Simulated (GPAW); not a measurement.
## Screening of a field by 1T-CrO2 monolayer

Aim: the dipole that a field along the normal induces in 1T-CrO2 monolayer.

Calculated with GPAW 26.7.0; GPAW, PAW setups; layer in a repeated cell with vacuum, relaxation of atoms and in-plane cell, in the first sound run; inputs show where later runs differ.

## 1. Set-up

The cell holds 3 atoms: 2 O and 1 Cr. Its edges and angles: a = 2.784 Å, b = 2.784 Å, c = 16.141 Å, α = 90.0°, β = 90.0°, γ = 120.0°. Vacuum lies along c.

## 2. Relaxation

The atoms are relaxed first, since the surface dipole, and with it the work function, follows the positions of the outer layers.

Contents of run.py:

```python
import json
import numpy as np
from ase import Atoms
from ase.filters import FrechetCellFilter
from ase.optimize import BFGS
from gpaw import GPAW, PW

slab = Atoms(
    ['O', 'Cr', 'O'],
    positions=[
        [1.39188, 0.80360, 7.00000],
        [0.00000, 0.00000, 8.07036],
        [-0.00000, 1.60720, 9.14072]],
    cell=[[2.78375, 0.0, 0.0], [-1.39188, 2.4108, 0.0], [0.0, 0.0, 16.1407]],
    pbc=[True, True, True],
    magmoms=[0.0, 3.0, 0.0])

slab.calc = GPAW(mode=PW(600), xc='PBE', kpts={'size': (12, 12, 1), 'gamma': True},
                 occupations={'name': 'fermi-dirac', 'width': 0.05}, nbands='160%',
                 convergence={'density': 1e-05}, maxiter=200,
                 symmetry={'tolerance': 1e-3}, txt='slab.txt')
result = {}
# The in-plane cell is free; stress needs a cell that repeats along all three vectors
path = []
opt = BFGS(FrechetCellFilter(slab, mask=[1, 1, 0, 0, 0, 1]), maxstep=0.2)
opt.attach(lambda: path.append((slab.get_potential_energy(), slab.positions.tolist(), slab.get_forces().tolist())))
result['relaxed'] = bool(opt.run(fmax=0.02, steps=45))
result['path'] = path
result['cell'] = slab.cell.tolist()
print('in-plane lattice', slab.cell.cellpar().round(4)[[0, 1, 5]])
energy = slab.get_potential_energy()
fermi = slab.calc.get_fermi_level()
v = slab.calc.get_electrostatic_potential().mean((0, 1)) - fermi
n = slab.calc.get_pseudo_density().mean((0, 1))
L = slab.cell[2, 2]
z = np.arange(len(v)) * L / len(v)
low, high = slab.positions[:, 2].min(), slab.positions[:, 2].max()
below, above = np.interp([low - 4.8, high + 4.8], z, v)
slopes = [np.interp(x, z, np.gradient(v, z)) for x in (low - 4.8, high + 4.8)]
eps = np.array([[slab.calc.get_eigenvalues(k, s) for k in range(len(slab.calc.get_ibz_k_points()))]
                for s in range(slab.calc.get_number_of_spins())]) - fermi
top, bottom = eps[eps < 0].max(), eps[eps > 0].min()
dipole = slab.get_dipole_moment()[2]
print(f'energy {energy:.4f} eV, Fermi level {fermi:.4f} eV, dipole {dipole:.5f} e A')
print(f'potential 4.8 A off the faces, from the Fermi level: lower {below:.4f} eV, upper {above:.4f} eV')
print(f'slope of the potential there: lower {slopes[0]:.5f}, upper {slopes[1]:.5f} eV/A')
print(f'nearest levels on the mesh: {top:.4f} and {bottom:.4f} eV')
print('magnetic moment', round(slab.get_magnetic_moment(), 3))
result.update(energy=energy, fermi=fermi, dipole=dipole, below=below, above=above, slopes=slopes, edges=[top, bottom],
              z=z.tolist(), v=v.tolist(), n=n.tolist(), positions=slab.positions.tolist(),
              forces=slab.get_forces(apply_constraint=False).tolist(), moments=slab.get_magnetic_moments().tolist())
json.dump(result, open('result.json', 'w'))
```

Run with:

```sh
$ OMP_NUM_THREADS=1 OPENBLAS_NUM_THREADS=1 python run.py
```

Output:

```text
Step          Energy          fmax
BFGS:    0      -24.443955        0.867094
BFGS:    1      -24.472143        0.678928
BFGS:    2      -24.567574        0.521595
BFGS:    3      -24.587056        0.399970
BFGS:    4      -24.623948        0.038159
BFGS:    5      -24.624289        0.005024
in-plane lattice [  2.8666   2.8666 120.0001]
energy -24.6171 eV, Fermi level -3.8598 eV, dipole 0.00023 e A
potential 4.8 A off the faces, from the Fermi level: lower 7.2072 eV, upper 7.2060 eV
slope of the potential there: lower -0.00030, upper 0.00081 eV/A
nearest levels on the mesh: -0.0484 and 0.0050 eV
magnetic moment 2.0
```

Run time: 1.9 min. Hardware: 1 thread of AMD EPYC 9B45 (Zen 5), shared host; peak memory 0.38 GiB.

Numbers from this step:

| Item | Value |
| --- | --- |
| dipole along the normal | 2.32e-4 e·Å |
| levels nearest the Fermi level on the mesh | -0.04838, 0.005044 eV from the Fermi level |
| site moments | -0.04210, 2.024, -0.04210 μB |
| sum of the site moments | 1.940 μB |

The electrostatic potential energy of an electron (without an applied field's), less the Fermi level, planar mean by z:

```
z (Å)  electrostatic potential energy of an electron (without an applied field's), less the Fermi level, planar mean (eV)
  0.0                                                                                                                7.21
  0.5                                                                                                                7.21
  1.0                                                                                                                7.21
  1.5                                                                                                                7.21
  2.0                                                                                                                7.21
  2.5                                                                                                                7.21
  3.0                                                                                                                7.21
  3.5                                                                                                                7.21
  4.0                                                                                                                7.21
  4.5                                                                                                                7.20
  5.0                                                                                                                7.19
  5.5                                                                                                                7.13
  6.0                                                                                                                6.72
  6.5                                                                                                                3.85
  7.0                                                                                                               -10.1
  7.5                                                                                                               -9.83
  8.0                                                                                                               -18.3
  8.5                                                                                                               -11.6
  9.0                                                                                                               -12.3
  9.5                                                                                                                1.48
 10.0                                                                                                                6.37
 10.5                                                                                                                7.07
 11.0                                                                                                                7.18
 11.5                                                                                                                7.20
 12.0                                                                                                                7.20
 12.5                                                                                                                7.20
 13.0                                                                                                                7.21
 13.5                                                                                                                7.21
 14.0                                                                                                                7.21
 14.5                                                                                                                7.21
 15.0                                                                                                                7.21
 15.5                                                                                                                7.21
 16.0                                                                                                                7.21
```

Pseudo valence density, planar mean against z:

z (Å), pseudo valence density, planar mean (e/Å³) and a bar:
```
        4       0.00 
        5       0.00 
        6       0.04 #
        7       0.99 ############################
        8       0.68 ###################
        9       1.04 ##############################
       10       0.07 ##
       11       0.00 
       12       0.00
```

Site moment by atom:

```
atom  site moment (μB)
  O1             -0.04
 Cr2              2.02
  O3             -0.04
```

The relaxation lowered the energy of the cell by 0.181 eV (energies extrapolated to zero smearing; the optimiser's log prints free energies). The largest force left on a free atom is 0.0050 eV/Å.

## 3. The slab's potential

With the geometry fixed, the planar mean of the potential gives the vacuum level on each side.

This step: GPAW, PAW setups; slab in vacuum (GPAW 26.7.0).

The cell differs from the one that the last finished run ended in (c 16.141 → 15.966 Å).

Changes to run.py since step 2:

```diff
@@ -3,4 +3,2 @@
 from ase import Atoms
-from ase.filters import FrechetCellFilter
-from ase.optimize import BFGS
 from gpaw import GPAW, PW
@@ -10,22 +8,15 @@
     positions=[
-        [1.39188, 0.80360, 7.00000],
-        [0.00000, 0.00000, 8.07036],
-        [-0.00000, 1.60720, 9.14072]],
-    cell=[[2.78375, 0.0, 0.0], [-1.39188, 2.4108, 0.0], [0.0, 0.0, 16.1407]],
-    pbc=[True, True, True],
+        [1.43331, 0.82752, 7.00000],
+        [0.00000, 0.00000, 7.98292],
+        [0.00000, 1.65504, 8.96584]],
+    cell=[[2.86661, 0.0, 0.0], [-1.43331, 2.48256, 0.0], [0.0, 0.0, 15.9658]],
+    pbc=[True, True, False],
     magmoms=[0.0, 3.0, 0.0])
 
-slab.calc = GPAW(mode=PW(600), xc='PBE', kpts={'size': (12, 12, 1), 'gamma': True},
+slab.calc = GPAW(mode=PW(500), xc='PBE', kpts={'size': (12, 12, 1), 'gamma': True},
                  occupations={'name': 'fermi-dirac', 'width': 0.05}, nbands='160%',
                  convergence={'density': 1e-05}, maxiter=200,
+                 poissonsolver={'dipolelayer': 'xy'},
                  symmetry={'tolerance': 1e-3}, txt='slab.txt')
 result = {}
-# The in-plane cell is free; stress needs a cell that repeats along all three vectors
-path = []
-opt = BFGS(FrechetCellFilter(slab, mask=[1, 1, 0, 0, 0, 1]), maxstep=0.2)
-opt.attach(lambda: path.append((slab.get_potential_energy(), slab.positions.tolist(), slab.get_forces().tolist())))
-result['relaxed'] = bool(opt.run(fmax=0.02, steps=45))
-result['path'] = path
-result['cell'] = slab.cell.tolist()
-print('in-plane lattice', slab.cell.cellpar().round(4)[[0, 1, 5]])
 energy = slab.get_potential_energy()
```

Output:

```text
energy -23.9324 eV, Fermi level -3.8121 eV, dipole 0.00039 e A
potential 4.8 A off the faces, from the Fermi level: lower 7.2023 eV, upper 7.1941 eV
slope of the potential there: lower -0.00202, upper 0.00202 eV/A
nearest levels on the mesh: -0.0495 and 0.0039 eV
magnetic moment 2.0
```

The job ended after 15 s (1 thread; peak memory 0.21 GiB).

This step gave:

```
dipole along the normal                    : 3.89e-4 e·Å
levels nearest the Fermi level on the mesh : -0.04952, 0.003854 eV from the Fermi level
upper work function                        : 7.194 eV
lower work function                        : 7.202 eV
site moments                               : -0.04221, 2.023, -0.04221 μB
sum of the site moments                    : 1.939 μB
```

The electrostatic potential energy of an electron (without an applied field's), less the Fermi level, planar mean by z:

```
z (Å)  electrostatic potential energy of an electron (without an applied field's), less the Fermi level, planar mean (eV)
  0.0                                                                                                                7.20
  0.5                                                                                                                7.20
  1.0                                                                                                                7.20
  1.5                                                                                                                7.20
  2.0                                                                                                                7.20
  2.5                                                                                                                7.20
  3.0                                                                                                                7.20
  3.5                                                                                                                7.20
  4.0                                                                                                                7.20
  4.5                                                                                                                7.20
  5.0                                                                                                                7.18
  5.5                                                                                                                7.09
  6.0                                                                                                                6.52
  6.5                                                                                                                2.46
  7.0                                                                                                               -11.8
  7.5                                                                                                               -10.7
  8.0                                                                                                               -18.6
  8.5                                                                                                               -10.3
  9.0                                                                                                               -11.4
  9.5                                                                                                                3.10
 10.0                                                                                                                6.59
 10.5                                                                                                                7.10
 11.0                                                                                                                7.17
 11.5                                                                                                                7.19
 12.0                                                                                                                7.19
 12.5                                                                                                                7.19
 13.0                                                                                                                7.19
 13.5                                                                                                                7.19
 14.0                                                                                                                7.19
 14.5                                                                                                                7.19
 15.0                                                                                                                7.19
 15.5                                                                                                                7.19
```

Table of pseudo valence density, planar mean by z:

```
z (Å)  pseudo valence density, planar mean (e/Å³)
 0.00                                           0
 0.38                                           0
 0.76                                           0
 1.33                                      1.3e-6
 1.71                                      1.6e-6
 2.09                                      1.5e-6
 2.47                                      1.9e-6
 3.04                                      2.4e-6
 3.42                                      6.6e-6
 3.80                                      1.9e-5
 4.18                                      6.3e-5
 4.75                                      4.9e-4
 5.13                                     0.00201
 5.51                                     0.00834
 5.89                                      0.0357
 6.46                                       0.335
 6.84                                       0.928
 7.22                                       0.962
 7.60                                       0.650
 8.17                                       0.658
 8.55                                       0.774
 8.93                                        1.07
 9.31                                       0.626
 9.88                                      0.0768
10.26                                      0.0171
10.64                                     0.00398
11.02                                     0.00100
11.59                                      1.3e-4
11.97                                      3.8e-5
12.35                                      1.1e-5
12.73                                      4.3e-6
13.30                                      1.3e-6
13.69                                      1.1e-6
14.07                                           0
14.45                                           0
15.02                                      1.4e-6
15.40                                      1.4e-6
15.78                                      1.3e-6
```

Force by atom:

```
atom  x (eV/Å)  y (eV/Å)  z (eV/Å)    size
  O1    0.0000    0.0000    0.0515  0.0515
 Cr2    0.0000    0.0000    0.0000  0.0000
  O3    0.0000    0.0000   -0.0515  0.0515
```

The potential is flat to 0.002 eV/Å where it is read, so the vacuum is wide enough.

(Part 1 of 2 ends here.)

[Logs are printed without paths, hosts, clocks, repeated set-up lines and the standing remarks that a program may print on its own settings, such as how far it seeks lower states.]

[Hosts, paths, dates, database ids (printed as entryN), source tags and the programs' standing remarks are cut or masked in the printed files.]
